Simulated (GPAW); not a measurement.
The system is AlRu.

```
Ru Al
1.0
     2.99160    0.00000    0.00000
     0.00000    2.99160    0.00000
     0.00000    0.00000    2.99160
Ru Al
1 1
Direct
  0.50000 0.50000 0.50000
  0.00000 0.00000 0.00000
```

Base run:

* Program: GPAW 26.7.0
* Functional: revPBE
* Potentials or basis: the program's PAW data sets (release 1.2.1) made for this functional
* Cutoff: 600 eV
* Basis: pw
* k mesh: 9 × 9 × 9
* Occupations: fermi-dirac, width 0.05 eV
* Spin: no spin polarisation

Its results: pressure 6.0 GPa.

Task: After a change of settings the same cell gave: pressure 6.9 GPa. Which change was it?
A. functional from revPBE to r2SCAN; potentials or basis from the program's PAW data sets (release 1.2.1) made for this functional to GPAW PAW data sets (gpaw-data 1.2.1)
B. functional from revPBE to RPBE
C. functional from revPBE to AM05; potentials or basis from the program's PAW data sets (release 1.2.1) made for this functional to PAW data sets generated in the run's folder for this functional
D. functional from revPBE to BLYP; potentials or basis from the program's PAW data sets (release 1.2.1) made for this functional to PAW data sets generated in the run's folder for this functional

Result: B.

Runs at the PBE level aren't shown here.
